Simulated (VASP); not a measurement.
Input of a VASP 6.6.1 run:

Contents of INCAR:

```
SYSTEM = Ge
  ALGO = Normal
  EDIFF = 1E-7
  EDIFFG = -0.04
  ENCUT = 600
  GGA = PE
  IBRION = 2
  ISIF = 3
  ISMEAR = 0
  LASPH = .TRUE.
  LCHARG = .FALSE.
  LREAL = .FALSE.
  LWAVE = .FALSE.
  NELM = 60
  NSW = 90
  PREC = Accurate
  SIGMA = 0.1
```

KPOINTS

```
k-points
0
G
  6 6 6
  0 0 0
```

The input POSCAR:

```
Ge
1.0
    2.9588946098      0.0000000000      0.0000000000
    0.0000000000      2.9588946098      0.0000000000
    0.0000000000      0.0000000000      3.0316707332
Ge
1
Direct
    0.0000000000      0.0000000000      0.0000000000
```

Potentials or basis: VASP PAW PBE potentials, release 64 (Ge_d).

Launch:

```sh
$ cat potpaw_PBE.64/Ge_d/POTCAR > POTCAR
$ mpirun -np 1 vasp_std > vasp.out
```

(1) Estimate the relaxed volume.

(2) What does it give for the space group after relaxing (to 0.05 Å)?

Results:

(1) 19.81 Å³/atom.

(2) Pm-3m (No. 221).

Caveat: the volume moved by over 15 % at a fixed basis, so the end points are rough.
